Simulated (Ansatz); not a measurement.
**Cd: frozen-core PAW against all-electron methods**

```
CELL_PARAMETERS angstrom
2.97887 -0.04468 -0.04468
-1.52813 2.60212 -0.01636
-0.08426 -0.08426 5.61765
ATOMIC_POSITIONS crystal
Cd 0.33333 0.66667 0.25000
Cd 0.66667 0.33333 0.75000
```

Atoms are numbered in the order listed.

The cell is COD entry 9008490, as deposited and not checked against the literature; nothing was relaxed. The listed cell was then made from it by scaling, straining or moving an atom.

All numbers are computed: DFT, PBE, PAW with Ansatz's default frozen-core files, scalar-relativistic (Ansatz 0.2.0); DFT, PBE, all-electron PAW with datasets made for the crystal, scalar-relativistic (Ansatz 0.2.0); DFT, PBE, all-electron LAPW, scalar-relativistic (Ansatz 0.2.0).

For PAW: a Γ-centred 14×14×7 k mesh, Fermi–Dirac smearing of 0.05 eV, cutoff 420 eV, no spin polarisation. The crystal-made all-electron datasets (AE datasets) take a cutoff of 260 eV at this cell. LAPW targets a basis error of 0.25 meV/atom. The Ansatz runs share mesh, smearing and spin set-up. Plane-wave (PAW) pressures include the program's estimate of the Pulay term.

Stress and pressure are positive in compression.

The change that made this cell: equal xy, yz and zx engineering shear strains of -3 %.

Spin–orbit coupling is left out, which moves gradients at and beside heavy atoms by some per cent and at worst by a factor of two.

In a metal, gradients converge slowly with the k mesh: the values move by tens of per cent from one mesh to another, at times in sign, so only the comparison on one mesh counts.

```csv
quantity,PAW,AE datasets,LAPW
pressure (GPa),3.16,3.17,3.17
stress xx (GPa),3.60,3.60,3.60
stress yy (GPa),3.36,3.36,3.36
stress zz (GPa),2.53,2.53,2.53
stress yz (GPa),0.44,0.44,0.44
stress xz (GPa),0.42,0.42,0.42
stress xy (GPa),0.73,0.73,0.73
field gradient Vzz at Cd1 (10²¹ V/m²),7.51,7.64,–
```

PAW's pressure differs from the LAPW value by about 0.01 GPa or less. Datasets made for the crystal and LAPW share parts of one code, so their agreement isn't an independent check.
